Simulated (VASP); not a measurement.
**ZnSnP2: relaxation of cell and atoms with PBEsol**

The system is ZnSnP2.

```
Zn Sn P
1.0
    -2.81296    2.81296    5.63694
     2.81296   -2.81296    5.63694
     2.81296    2.81296   -5.63694
Zn Sn P
2 2 4
Cartesian
  0.0000 2.8130 2.8185
  0.0000 0.0000 0.0000
  2.8130 0.0000 2.8185
  0.0000 0.0000 5.6369
  1.2716 1.4065 1.4092
  -1.4065 1.5413 4.2277
  4.2194 1.2716 -1.4092
  1.5413 1.4065 7.0462
```

The cell comes from a database or a generator and needn't be the stable form of this composition.

```json
{
  "Program": "VASP 6.6.1",
  "Task": "relaxation of cell and atoms",
  "Functional": "PBEsol",
  "Potentials or basis": "VASP PAW PBE potentials, release 64 (Zn, Sn_d, P)",
  "Cutoff": "600 eV",
  "k mesh": "8 × 8 × 8",
  "Occupations": "gaussian, width 0.03 eV",
  "Spin": "no spin polarisation",
  "Further INCAR settings": "ALGO = Normal; EDIFF = 1e-07; IBRION = 2; EDIFFG = -0.005; NSW = 90; ISIF = 3"
}
```

- Relaxed volume: 22.31 Å³/atom
- Relaxed cell: a = 6.901 Å, b = 6.901 Å, c = 6.901 Å, α = 131.89°, β = 131.89°, γ = 70.40°
- Space group after relaxing (to 0.05 Å): I-42d (No. 122)
- Energy gained by relaxing: 0.0 meV/atom
- Ionic steps: 2
- Pressure after relaxing: 0.0 GPa
- Band gap on the k mesh: 0.81 eV, direct

Final structure:
```
Zn Sn P
1.0
    -2.81272    2.81272    5.63919
     2.81272   -2.81272    5.63919
     2.81272    2.81272   -5.63919
Zn Sn P
2 2 4
Direct
  0.75000 0.25000 0.50000
  0.00000 0.00000 0.00000
  0.25000 0.75000 0.50000
  0.50000 0.50000 0.00000
  0.37500 0.35102 0.47602
  0.64898 0.12500 0.02398
  0.10102 0.62500 0.97602
  0.87500 0.89898 0.52398
```

Levels at points of the mesh, in eV from the valence-band top:
```tsv
k point	band 34	band 35	band 36	band 37	band 38	band 39
(0.00, 0.00, 0.00)	-0.01	0.00	0.00	0.81	1.25	1.49
(0.50, 0.00, 0.00)	-1.97	-1.52	-1.02	2.47	2.58	2.69
(0.50, 0.50, 0.00)	-1.12	-0.84	-0.84	1.05	1.05	2.79
(0.50, 0.50, 0.50)	-1.75	-1.44	-1.44	1.25	1.25	1.27
```

It took 10 min on 2 MPI ranks on Intel(R) Xeon(R) Platinum 8488C (Sapphire Rapids), on a shared host, peak memory 0.75 GiB a rank.

Caveat: the PAW data sets were made with another functional, which shifts forces and pressure a little; spin-orbit coupling is left out, which moves the levels of the heavy elements. A k mesh can miss the band edges.
